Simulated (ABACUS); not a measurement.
Na:

```xyz
1
Lattice="-2.1410 2.1410 2.1410 2.1410 -2.1410 2.1410 2.1410 2.1410 -2.1410" Properties=species:S:1:pos:R:3 pbc="T T T"
Na    0.0000    0.0000    0.0000
```

| Item | Value |
| --- | --- |
| Program | ABACUS 3.10.1 |
| Task | relaxation of cell and atoms |
| Functional | LDA-PW92 |
| Potentials or basis | PseudoDojo NC SR 0.4.1 LDA standard |
| Cutoff | 1211 eV |
| Density cutoff | 4844 eV |
| Basis | plane waves |
| k mesh | 7 × 7 × 7 |
| Occupations | fermi-dirac, width 0.05 eV |
| Spin | no spin polarisation |

At the start: pressure -1.1 GPa; volume 39.26 Å³/atom.

Q: Where does the relaxation end?

A: Over 4 steps the energy falls by 23.6 meV/atom and the volume is 33.28 Å³/atom (-15.2 %); space group Im-3m (No. 229, to 0.05 Å).

Step by step:
```tsv
step	energy change (eV)	largest force (eV/Å)	pressure (GPa)	volume (Å³)
1	0.0000	0.0000	-1.12	39.26
2	-0.0100	0.0000	-0.90	37.66
3	-0.0234	0.0000	-0.12	33.79
4	-0.0236	0.0000	0.00	33.28
```

Final structure:
```
Na
1.0
    -2.02637    2.02637    2.02637
     2.02637   -2.02637    2.02637
     2.02637    2.02637   -2.02637
Na
1
Cartesian
  0.0000 0.0000 0.0000
```

Caveat: the volume moved by over 15 % at a fixed basis, so the end points are rough; the volume moved by -15 % from the deposited cell, more than functionals usually miss.
